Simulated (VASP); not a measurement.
# SnSe2 in VASP: notebook, part 2 of 2

VASP 6.6.1. The steps go on from the part before.

**4. Work function, PBE, non-collinear spin, zero start, spin-orbit coupling**

The input, INCAR:

```
PREC = Accurate
ENCUT = 520
EDIFF = 1E-7
ISMEAR = -1
SIGMA = 0.05
LREAL = False
LASPH = True
NELM = 60
ALGO = Normal
ISIF = 2
LWAVE = False
LCHARG = True
MAGMOM = 0 0 0 0 0 0 0 0 0 0 0 0 0 0 0 0 0 0 0 0 0 0 0 0 0 0 0
LORBIT = 11
LSORBIT = True
GGA_COMPAT = False
GGA = PE
LVHAR = True
LVACPOTAV = True
```

The input, KPOINTS:

```
Automatic mesh
0
Gamma
  10 10 1
```

The input, POSCAR:

```
SnSe2
1.0
    3.8110000000      0.0000000000      0.0000000000
   -1.9055000000      3.3004228138      0.0000000000
    0.0000000000      0.0000000000     33.3740000000
Se Sn
6 3
Direct
    0.6666666667      0.3333333333      0.2696710014
    0.3333333333      0.6666666667      0.3625576796
    0.6666666667      0.3333333333      0.4535566609
    0.3333333333      0.6666666667      0.5464433391
    0.6666666667      0.3333333333      0.6374423204
    0.3333333333      0.6666666667      0.7303289986
    0.0000000000      0.0000000000      0.3161143405
    0.0000000000      0.0000000000      0.5000000000
    0.0000000000      0.0000000000      0.6838856595
```

Potentials or basis: VASP PAW PBE potentials, release 64 (Se, Sn_d).

The run is started by

```sh
$ cat potpaw_PBE.64/Se/POTCAR potpaw_PBE.64/Sn_d/POTCAR > POTCAR
$ mpirun -np 1 vasp_ncl > vasp.out
```

OUTCAR:

```text
PREC = Accurate
   ENCUT = 520
   EDIFF = 1E-7
   ISMEAR = -1
   LREAL = False
   LASPH = True
   NELM = 60
   ISIF = 2
   LORBIT = 11
   LSORBIT = True
   GGA = PE

 ion  position               nearest neighbor table
   1  0.667  0.333  0.270-   7 2.69   7 2.69   7 2.69
   2  0.333  0.667  0.363-   7 2.69   7 2.69   7 2.69
   3  0.667  0.333  0.454-   8 2.69   8 2.69   8 2.69
   4  0.333  0.667  0.546-   8 2.69   8 2.69   8 2.69
   5  0.667  0.333  0.637-   9 2.69   9 2.69   9 2.69
   6  0.333  0.667  0.730-   9 2.69   9 2.69   9 2.69
   7  0.000  0.000  0.316-   1 2.69   2 2.69   2 2.69   1 2.69   1 2.69   2 2.69
   8  0.000  0.000  0.500-   3 2.69   4 2.69   4 2.69   3 2.69   3 2.69   4 2.69
   9  0.000  0.000  0.684-   5 2.69   6 2.69   6 2.69   5 2.69   5 2.69   6 2.69

  LATTYP: Found a hexagonal cell.
 ALAT       =     3.8110000000
 C/A-ratio  =     8.7572815534

  Lattice vectors:

 A1 = (   3.8110000000,   0.0000000000,   0.0000000000)
 A2 = (  -1.9055000000,   3.3004228138,   0.0000000000)
 A3 = (   0.0000000000,   0.0000000000,  33.3740000000)

Analysis of symmetry for initial positions (statically):
[... 1716 lines left out ...]
     0.0000000     0.0000000     0.0000000     0.0000000     0.0000000     0.0000000     0.0000000
     0.0000000     0.0000000     0.0000000     0.0000000     0.0000000     0.0000000     0.0000000
     0.0000000     0.0000000     0.0000000     0.0000000     0.0000000     0.0000000     0.0000000
     0.0000000     0.0000000     0.0000000     0.0000000     0.0000000     0.0000000     0.0000000
     0.0000000     0.0000000     0.0000000     0.0000000     0.0000000     0.0000000     0.0000000
     0.0000000     0.0000000     0.0000000     0.0000000     0.0000000     0.0000000     0.0000000
     0.0000000     0.0000000     0.0000000     0.0000000     0.0000000     0.0000000     0.0000000

 total charge

# of ion       s       p       d       tot
------------------------------------------
    1        1.482   2.329   0.027   3.838
    2        1.484   2.325   0.029   3.839
    3        1.485   2.324   0.029   3.838
    4        1.485   2.324   0.029   3.838
    5        1.484   2.325   0.029   3.839
    6        1.482   2.329   0.027   3.838
    7        1.053   1.048  10.111  12.212
    8        1.056   1.049  10.110  12.215
    9        1.053   1.048  10.111  12.212
--------------------------------------------------
tot         12.064  17.101  30.502  59.667

 magnetization (x)

# of ion       s       p       d       tot
------------------------------------------
    1        0.000   0.000   0.000   0.000
    2        0.000   0.000  -0.000  -0.000
    3        0.000   0.000   0.000   0.000
    4        0.000  -0.000   0.000  -0.000
    5        0.000   0.000  -0.000   0.000
    6        0.000   0.000   0.000   0.000
    7        0.000   0.000   0.000   0.000
    8       -0.000   0.000   0.000  -0.000
    9       -0.000   0.000   0.000  -0.000
--------------------------------------------------
tot          0.000   0.000  -0.000   0.000

 magnetization (y)

# of ion       s       p       d       tot
------------------------------------------
    1        0.000   0.000  -0.000   0.000
    2        0.000   0.000  -0.000   0.000
    3        0.000  -0.000   0.000  -0.000
    4        0.000  -0.000   0.000  -0.000
    5        0.000   0.000  -0.000   0.000
    6        0.000  -0.000  -0.000  -0.000
    7        0.000   0.000   0.000   0.000
    8        0.000   0.000   0.000   0.000
    9        0.000   0.000   0.000   0.000
--------------------------------------------------
tot          0.000  -0.000   0.000  -0.000

 magnetization (z)

# of ion       s       p       d       tot
------------------------------------------
    1        0.000   0.000   0.000   0.000
    2        0.000   0.000   0.000   0.000
    3        0.000   0.000   0.000   0.000
    4        0.000   0.000   0.000   0.000
    5        0.000   0.000   0.000   0.000
    6        0.000   0.000   0.000   0.000
    7        0.000   0.000   0.000   0.000
    8        0.000  -0.000   0.000  -0.000
    9        0.000   0.000   0.000   0.000
--------------------------------------------------
tot          0.000  -0.000   0.000  -0.000
```

stdout:

```text
POSCAR found type information on POSCAR SeSn
 POSCAR found :  2 types and       9 ions
 scaLAPACK will be used
 LDA part: xc-table for (Slater+PW92), standard interpolation
 POSCAR, INCAR and KPOINTS ok, starting setup
 FFT: planning ... GRIDC
 FFT: planning ... GRID_SOFT
 FFT: planning ... GRID
 WAVECAR not read
 entering main loop
```

Wall time 43 min (1 thread of Intel Xeon 6975P-C (Granite Rapids), shared host); peak memory 1.6 GiB.

What came out:

```yaml
Free_energy: -35.6381 eV
Largest_force: 0.658 eV/Å
Net_moment: 0.00 μB per cell
Valence_electrons_inside_the_program's_atomic_spheres: Se 3.84; Sn 12.21
```

Forces on the atoms (eV/Å):
```
Se   0.000  0.000 -0.658
Se   0.000  0.000  0.575
Se   0.000  0.000 -0.577
Se   0.000  0.000  0.577
Se   0.000  0.000 -0.575
Se   0.000  0.000  0.658
Sn   0.000  0.000 -0.042
Sn   0.000  0.000  0.000
Sn   0.000  0.000  0.042
```

Moments on the atoms (μB; x, y, z):
```
Se  0.00 0.00 0.00
Se  0.00 0.00 0.00
Se  0.00 0.00 0.00
Se  0.00 0.00 0.00
Se  0.00 0.00 0.00
Se  0.00 0.00 0.00
Sn  0.00 0.00 0.00
Sn  0.00 0.00 0.00
Sn  0.00 0.00 0.00
```

**5. Overview**

| level | potentials or basis | spin | gap on the mesh (eV) | largest force (eV/Å) |
| --- | --- | --- | --- | --- |
| LDA | VASP PAW LDA potentials, release 64 (Se, Sn_d) | off | 0.71 | 0.29 |
| PBE | VASP PAW PBE potentials, release 64 (Se, Sn_d) | off | 0.83 | 0.65 |
| PBE | VASP PAW PBE potentials, release 64 (Se, Sn_d) | non-collinear, zero start, SOC | - | 0.66 |

Alike in all rows: task work function; cell as given; k mesh 10 × 10 × 1; cutoff (eV) 520; smearing fermi-dirac 0.05 eV.

Caveats: spin-orbit coupling is left out, which moves the levels of the heavy elements (some runs).

Total energies depend on the potentials used, so only differences within one code and one set of settings carry meaning.
